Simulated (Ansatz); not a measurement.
# SnO2 (P2_1/c) in Ansatz: relaxation of the atoms with PBE

Aim: the relaxation of the atoms of SnO2 with PBE.

Program: Ansatz 0.2.0. These are calculated values, not measurements. Logs are shortened: lines on timing, memory, paths and dates and some standing lists are left out, and cuts for length are marked.

## Step 1: The cell of the first run

The structure is monoclinic, space group P2_1/c (No. 14). The conventional cell has a = 5.176 Å, b = 5.175 Å, c = 5.176 Å, α = 90.00°, β = 91.15°, γ = 90.00°. Around Sn (site symmetry -1) lie 6 O at 2.10 to 2.13 Å. Around Sn (site symmetry -1) lie 6 O at 2.10 to 2.13 Å. O (site symmetry 1) has 3 Sn at 2.10 to 2.12 Å as nearest neighbours. O (site symmetry 1) is surrounded by 3 Sn at 2.11 to 2.13 Å.

The cell comes from a database or a generator and needn't be the stable form of this composition.

## Step 2: Relaxation of the atoms, PBE (strained by -2 %)

input.yaml

```yaml
crystal:
  lattice:
    - [5.175256, -0.05175256, 0.0]
    - [-0.05175256, 5.175256, 0.0]
    - [0.0, 0.0, 5.175256]
  atoms:
    - { symbol: Sn, position: [0.0, 0.0, 0.0] }
    - { symbol: Sn, position: [0.5, 0.0, 0.5] }
    - { symbol: Sn, position: [0.5, 0.5, 0.0] }
    - { symbol: Sn, position: [0.0, 0.5, 0.5] }
    - { symbol: O, position: [0.661098, 0.838902, 0.161098] }
    - { symbol: O, position: [0.838902, 0.161098, 0.661098] }
    - { symbol: O, position: [0.161098, 0.661098, 0.838902] }
    - { symbol: O, position: [0.338902, 0.338902, 0.338902] }
    - { symbol: O, position: [0.661098, 0.661098, 0.661098] }
    - { symbol: O, position: [0.838902, 0.338902, 0.161098] }
    - { symbol: O, position: [0.161098, 0.838902, 0.338902] }
    - { symbol: O, position: [0.338902, 0.161098, 0.838902] }
hamiltonian:
  xc: pbe
  pseudopotentials: { kind: paw }
kpoints:
  mp_grid: { grid: [4, 4, 4] }
scf:
  occupations: { method: fermi_dirac, width: 0.05 }
output:
  forces: true
  stress: true
  eigenvalues: true
relax:
  f_tol: 0.01
  max_steps: 40
```

Potentials or basis: Ansatz PAW.

The run is started by

```
> ansatz run input.yaml --threads 4 --pin off --max-ram 11264MiB --backend cpu --events-out ev --progress --plain --runs-dir out
```

What it wrote:

```text
Warning: output.stress: scf.convergence.dr2_threshold = 1e-7 eV (the SCF's general default) is looser than the 1.2e-9 eV advised for a printed stress (1e-10 eV for each atom of the cell: 12). What an SCF threshold leaves in a stress goes as its square root, and in the free energy as the threshold itself, and one threshold admits the most on a small cell: of the crystals measured, under no hybrid functional and no lock of the moments, on runs that ended without the residual-converged pass, on stresses that held no estimate of that error, the worst erred by over 100 MPa in a component at 1e-7 eV an atom and by under 5 at 1e-10. Every solve of this run answers to scf.convergence.dr2_threshold, and the tensor of one is reported: a single SCF on the reported geometry and on this run's grids (its basis.xc_grid and basis.ecutrho_ratio typed), with scf.convergence.dr2_threshold at 1.2e-9 eV or tighter, prints it and tightens no other solve. Else set scf.convergence.dr2_threshold to 1.2e-9 eV or tighter. The threshold is an SCF's pass mark: one that does not reach it within its budget of iterations ends unconverged, or closes short of it on a stop that the run arms, and scf.convergence.dr2_threshold's page says what that costs each kind of run
Warning: RAYON_NUM_THREADS=4 ignored (pool sized by the plan → 4); use --threads N
Engine: ansatz 0.2.0, aarch64-unknown-linux-gnu
Pseudopotentials: kind: paw
Pseudopotential: Sn, paw, valence charge 14, recommended cutoff 420 eV (normal), Sn.paw.azcp
Pseudopotential: O, paw, valence charge 6, recommended cutoff 420 eV (normal), O.paw.azcp
Functional definition: PBE
  parameter kappa = 0.804
  parameter beta = 0.06672455060314922
  exchange = pbe_x(kappa = kappa, mu = beta*pi^2/3)
  correlation = pbe_c(beta = beta)
Crystal: 12 atoms, lattice volume = 138.596 Å³
Basis set: ecut = 420 eV, 2717 PW (Γ), exchange–correlation on 72×72×72 points (8 copies of the dense FFT grid, shifted against one another)
Bands: 64, of which v1, the nominal top of the filled ones, is band 52 counted from 1 (51 counted from 0)
Symmetry: 4 space group operations
Space group: P21/c (ITA 14), of the structure as read, at distance tolerance 5.2e-5 Å
k-points: 30 of 64
Non-local potential: Sn, projectors of the file, l = 0: 2, l = 1: 2, l = 2: 2, l = 3: 2
Non-local potential: O, projectors of the file, l = 0: 2, l = 1: 2, l = 2: 1
PAW form: soft (Blöchl's): semilocal exchange-correlation on the pseudo side does not see the compensation charge
PAW one-centre angular grid: Sn, 590 points (default); XC on 64 Gauss nodes
PAW one-centre angular grid: O, 110 points (default); XC on 64 Gauss nodes
Initial density: superposition of atomic densities (neutral atoms: chi_scale 0, normalization atom), corrected by the library's trained network
Initial wavefunctions: pseudopotential atomic-orbital guess
Functional: x = pbe(κ = 0.804, μ = 0.2195149727645171), c = pbe(β = 0.06672455060314922)
SCF iter   1: F=—  HF=-28634.689645 eV  |F-HF|=—  |Δ(HF+E_count)|=         —  Δρ=1.65e-3  dr2=2.42e-3  ethr=1.77e-3  ⟨swp⟩=5.8  Hψ=7780  notcnv=0  defer=40
preconditioner: auto → Resta (q_TF=auto, 2.601 Å⁻¹)  ε∞=3.9  [insulator: Δε(μ)=0.524 eV  Ē_g=18.976 eV  σ=0.050 eV  W_gap=0.98  n_scr=32 (ndim 8)  ℏωp=32.2 eV  f_vac=0.000  D(μ)=0.02/eV (n_scr^D=0)  ε∞_Penn≈3.9]
SCF iter   2: F=—  HF=-28634.692637 eV  |F-HF|=—  |Δ(HF+E_count)|=   2.99e-3  Δρ=6.88e-4  dr2=3.77e-4  ethr=2.33e-6  ⟨swp⟩=2.1  Hψ=3677  notcnv=0  defer=102
SCF iter   3: F=—  HF=-28634.693254 eV  |F-HF|=—  |Δ(HF+E_count)|=   6.17e-4  Δρ=2.32e-4  dr2=5.17e-5  ethr=3.63e-7  ⟨swp⟩=2.0  Hψ=2872  notcnv=0  defer=102
iter 4 did not close the SCF: its close was put off for the readings that it lacked (scf_convergence_deferred on its scf_iter line)
SCF iter   4: F=-28634.693316 eV  HF=-28634.693314 eV  |F-HF|=2.02e-6  |Δ(HF+E_count)|=   6.00e-5  Δρ=3.99e-5  dr2=2.08e-6  ethr=4.97e-8  ⟨swp⟩=2.0  Hψ=2599  notcnv=0  defer=102
iter 5 did not close the SCF: its close was put off for the readings that it lacked (scf_convergence_deferred on its scf_iter line)
SCF iter   5: F=-28634.693317 eV  HF=-28634.693316 eV  |F-HF|=3.71e-7  |Δ(HF+E_count)|=   2.06e-6  Δρ=1.29e-5  dr2=8.77e-8  ethr=2.00e-9  ⟨swp⟩=2.5  Hψ=3095  notcnv=0  defer=102
SCF iter   6: F=-28634.693317 eV  HF=-28634.693317 eV  |F-HF|=3.24e-9  |Δ(HF+E_count)|=   3.98e-7  Δρ=1.29e-6  dr2=1.41e-9  ethr=8.43e-11  ⟨swp⟩=6.7  Hψ=7189  notcnv=0
SCF 1 converged in 6 iterations: F = -28634.693317 eV  dr2 = 1.41e-9
relax step   1: F+E_penalty+E_count = -28634.69331655 eV  Δ(F+E_penalty+E_count) = +0.000e0 eV  max|allowed force component| = 3.705e-2 eV/Å  Δτ_max = 0.0000 Å  (6 SCF iters, dr2 threshold 2.50e-6 eV, accepted)
Initial density: handed on by an earlier stage of this run
Initial wavefunctions: those handed on with the density
iter 1 solved again at ethr=1.66e-7 eV; its pass at ethr=3.10e-3 eV (dr2=1.72e-4 eV) is discarded
SCF iter   1: F=—  HF=-28634.694299 eV  |F-HF|=—  |Δ(HF+E_count)|=         —  Δρ=7.03e-4  dr2=1.85e-4  ethr=1.66e-7  ⟨swp⟩=2.0  Hψ=5323  notcnv=0  defer=220
[... 25 lines left out ...]
Internal energy: -28634.693962 eV  (E = F + TS)
E sigma→0 (E₀):  -28634.694153 eV
Entropy (-TS):   -0.000382 eV (-0.032 meV/atom)
Fermi energy:    10.419632 eV
--- Per-component energies (eV) ---
  E_band       = -157.780853
  E_kinetic    = 2155.454905
  E_local      = -4993.247684  (includes V_loc(G=0)·N_el)
  E_nonlocal   = 267.180588
  E_hartree    = 2656.292850
  E_xc         = -2107.364182
  E_vxc        = -1124.541934  (∫ρ·V_xc dr)
  E_paw        = -17854.332902  (= ΣΔE_a)
  E_vpaw       = -1775.231963  (= ΣTr[D̂ρ^β])
  E_aug_tail   = 0.019504  (compensation charges beyond the density's cutoff)
  E_ewald      = -8758.697041
  E_smearing   = -0.000382  (= −TS)
  E_closure    = 0.000000  (closes the sum)
  Σ components = -28634.694344   (vs F -28634.694344, Δ=0.00e0)
--- Forces (eV/Å), atoms counted from 1 ---
  atom   1  Sn    -0.00000000     0.00000000     0.00000000
  atom   2  Sn     0.00000000     0.00000000     0.00000000
  atom   3  Sn     0.00000000     0.00000000     0.00000000
  atom   4  Sn    -0.00000000     0.00000000     0.00000000
  atom   5  O     -0.00114347    -0.00107415    -0.00272026
  atom   6  O      0.00114347     0.00107415    -0.00272026
  atom   7  O      0.00176078    -0.00173085    -0.00425074
  atom   8  O     -0.00176078     0.00173085    -0.00425074
  atom   9  O      0.00176078    -0.00173085     0.00425074
  atom  10  O     -0.00176078     0.00173085     0.00425074
  atom  11  O     -0.00114347    -0.00107415     0.00272026
  atom  12  O      0.00114347     0.00107415     0.00272026
  max |Σ_I F_I| component: 4.34e-19 eV/Å
--- Stress (GPa, compression-positive) ---
       -0.582520       2.029293       0.000000
        2.029293      -0.521413       0.000000
        0.000000       0.000000      -0.618578
  P = ⅓ Tr σ = -0.5742 GPa (-5.742 kbar)
--- Band table (eV; the first three rows and the last of 30) ---
  k-point 0: bands = ["-10.7948", "-10.7540", "-10.7096", "-10.0907", "-10.0821", "-10.0759", "-10.0267", "-10.0214", "-9.9935", "-9.9758", "-9.9692", "-9.9562", "-9.9119", "-9.9015", "-9.8981", "-9.8635", "-9.8447", "-9.8269", "-9.8201", "-9.8105", "-8.5946", "-7.0596", "-7.0044", "-6.9395", "-6.0370", "-5.3352", "-5.3103", "-5.2847", "3.0075", "3.0604", "3.1065", "4.9848", "4.9997", "5.0178", "5.3758", "5.3777", "7.5481", "7.5875", "7.6281", "8.0034", "8.0051", "8.0163", "8.3708", "9.0058", "9.0137", "9.0430", "9.3366", "9.3389", "9.7654", "9.9426", "9.9929", "10.0443", "10.6218", "15.7478", "15.7899", "15.8369", "17.3640", "17.4088", "17.4580", "18.5357", "18.5482", "18.6702", "18.8454", "21.3885"]
  k-point 1: bands = ["-10.7189", "-10.6904", "-10.6344", "-10.1817", "-10.1334", "-10.1252", "-10.0687", "-10.0262", "-9.9967", "-9.9947", "-9.9604", "-9.9509", "-9.9219", "-9.9198", "-9.9133", "-9.8782", "-9.8471", "-9.8391", "-9.8283", "-9.8226", "-8.4240", "-7.3197", "-6.7647", "-6.7182", "-6.0301", "-5.5187", "-5.4189", "-5.3554", "2.7769", "2.8548", "3.5691", "5.0734", "5.1708", "5.2993", "5.5031", "6.0145", "6.9914", "7.0900", "7.1689", "7.9735", "8.0844", "8.2667", "8.4209", "8.5089", "8.9629", "9.1611", "9.2121", "9.3405", "9.5221", "9.8827", "9.9420", "10.0437", "11.9809", "15.0609", "15.1391", "15.4790", "17.6230", "17.8116", "18.1708", "18.5595", "18.6793", "18.8213", "19.1548", "20.6489"]
  k-point 2: bands = ["-10.5975", "-10.5975", "-10.4336", "-10.4336", "-10.2546", "-10.2546", "-10.0422", "-10.0422", "-9.9963", "-9.9963", "-9.9460", "-9.9460", "-9.9272", "-9.9272", "-9.9043", "-9.9043", "-9.8449", "-9.8449", "-9.8371", "-9.8371", "-7.9360", "-7.9360", "-6.3085", "-6.3085", "-6.0655", "-6.0655", "-5.4611", "-5.4611", "2.6225", "2.6225", "4.8150", "4.8150", "5.2038", "5.2038", "6.1400", "6.1400", "6.6856", "6.6856", "7.0873", "7.0873", "8.3992", "8.3992", "8.6019", "8.6019", "8.7261", "8.7261", "9.3383", "9.3383", "9.6055", "9.6055", "10.0547", "10.0547", "13.6856", "13.6856", "14.9114", "14.9114", "17.7839", "17.7839", "18.5702", "18.5702", "19.4726", "19.4726", "19.7005", "19.7005"]
  k-point 29: bands = ["-10.6674", "-10.6674", "-10.5867", "-10.5867", "-10.0621", "-10.0621", "-10.0315", "-10.0315", "-10.0118", "-10.0118", "-9.9608", "-9.9608", "-9.8917", "-9.8917", "-9.8806", "-9.8806", "-9.8404", "-9.8404", "-9.8330", "-9.8330", "-7.0455", "-7.0455", "-6.9260", "-6.9260", "-6.1209", "-6.1209", "-6.0296", "-6.0296", "4.0150", "4.0150", "4.0889", "4.0889", "6.0907", "6.0907", "6.1434", "6.1434", "6.4914", "6.4914", "6.5268", "6.5268", "8.4537", "8.4537", "8.5051", "8.5051", "8.8372", "8.8372", "8.9058", "8.9058", "9.3938", "9.3938", "9.4933", "9.4933", "14.9761", "14.9761", "15.1108", "15.1108", "17.2427", "17.2427", "17.4043", "17.4043", "20.9487", "20.9487", "21.1111", "21.1111"]
--- Relaxed structure (3 steps of the walk, 3 accepted, 0 SCFs on fresh bases) ---
  F+E_penalty+E_count = -28634.69434381 eV   max|allowed force component| = 4.251e-3 eV/Å
  atoms:
    - { symbol: Sn, position: [6.93156225198821e-21, -5.1681169435478855e-21, 8.729054276779424e-22] }
    - { symbol: Sn, position: [0.49999999999999994, -8.673617379884035e-19, 0.49999999999999994] }
    - { symbol: Sn, position: [0.5, 0.5, 8.72905427677961e-22] }
    - { symbol: Sn, position: [-8.673617379884035e-19, 0.49999999999999994, 0.49999999999999994] }
    - { symbol: O, position: [0.6601047306828701, 0.8394612274559026, 0.16126302933159373] }
    - { symbol: O, position: [0.8398952693171299, 0.1605387725440974, 0.6612630293315936] }
    - { symbol: O, position: [0.16190604396449834, 0.6613641589390883, 0.8392027514083413] }
    - { symbol: O, position: [0.3380939560355016, 0.3386358410609115, 0.33920275140834144] }
    - { symbol: O, position: [0.6619060439644983, 0.6613641589390883, 0.6607972485916583] }
    - { symbol: O, position: [0.8380939560355015, 0.33863584106091155, 0.16079724859165848] }
    - { symbol: O, position: [0.16010473068287012, 0.8394612274559026, 0.3387369706684062] }
    - { symbol: O, position: [0.33989526931712977, 0.16053877254409737, 0.8387369706684062] }
```

Wall time 11 s (4 threads of Arm Neoverse V2, shared host); peak memory 0.62 GiB.

Results:

```
Free energy                  : -28634.6943 eV
Energy gained by relaxing    : 0.1 meV/atom
Ionic steps                  : 3
Pressure after relaxing      : -0.6 GPa
Largest force after relaxing : 0.005 eV/Å
Band gap on the k mesh       : 0.54 eV, indirect (least direct gap 0.58 eV)
```

Forces on the atoms (eV/Å):
```
Sn   0.000  0.000  0.000
Sn   0.000  0.000  0.000
Sn   0.000  0.000  0.000
Sn   0.000  0.000  0.000
O   -0.001 -0.001 -0.003
O    0.001  0.001 -0.003
O    0.002 -0.002 -0.004
O   -0.002  0.002 -0.004
O    0.002 -0.002  0.004
O   -0.002  0.002  0.004
O   -0.001 -0.001  0.003
O    0.001  0.001  0.003
```

Stress tensor (GPa, compression positive):
```
-0.58  2.03  0.00
 2.03 -0.52  0.00
 0.00  0.00 -0.62
```

Step by step:
| step | energy change (eV) | largest force (eV/Å) |
| --- | --- | --- |
| 1 | 0.0000 | 0.0589 |
| 2 | -0.0008 | 0.0268 |
| 3 | -0.0010 | 0.0049 |

Final structure:
```xyz
12
Lattice="5.1753 -0.0518 0.0000 -0.0518 5.1753 0.0000 0.0000 0.0000 5.1753" Properties=species:S:1:pos:R:3 pbc="T T T"
Sn    0.0000    0.0000    0.0000
Sn    2.5876   -0.0259    2.5876
Sn    2.5618    2.5618    0.0000
Sn   -0.0259    2.5876    2.5876
O     3.3728    4.3103    0.8346
O     4.3384    0.7874    3.4222
O     0.8037    3.4143    4.3431
O     1.7322    1.7350    1.7555
O     3.3913    3.3885    3.4198
O     4.3198    1.7092    0.8322
O     0.7851    4.3361    1.7531
O     1.7507    0.8132    4.3407
```

Caveat: the pressure holds a Pulay correction of +0.9 GPa for the finite cutoff; spin-orbit coupling is left out, which moves the levels of the heavy elements; the thresholds are loose for stress.
